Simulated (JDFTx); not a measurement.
The system is SiC (Moissanite).

```
CELL_PARAMETERS angstrom
3.07600 0.00000 0.00000
-1.53800 2.66389 0.00000
0.00000 0.00000 5.04800
ATOMIC_POSITIONS crystal
Si 0.66667 0.33333 0.50000
Si 0.33333 0.66667 0.00000
C 0.66667 0.33333 0.88500
C 0.33333 0.66667 0.38500
```

Base run:

```yaml
Program: JDFTx 1.7.0 (patched build)
Functional: PBE
Potentials_or_basis: PseudoDojo-SR-PBE-0.5-standard with smoothed tails
Cutoff: 1116 eV
Density_cutoff: 8925 eV
k_mesh: 10 × 10 × 5
Occupations: fermi-dirac, width 0.05 eV
Spin: no spin polarisation
```

Its results: band gap on the k mesh 2.49 eV, indirect (least direct gap 4.09 eV); pressure 3.7 GPa; largest force 0.760 eV/Å.

Q: The run is repeated on the same cell with these changes: functional from PBE to revPBE. What comes out?

A: Band gap on the k mesh 2.54 eV, indirect (least direct gap 4.13 eV); pressure 4.3 GPa; largest force 0.760 eV/Å.

revPBE binds less tightly than PBE, so the same cell stands under more pressure.

Caveats: the empty levels aren't tightly converged; an odd mesh through Γ misses points on the zone boundary, where band edges often lie; the potentials were made for another functional, which shifts forces and pressure (some runs).

Not every run made on this cell is shown here.
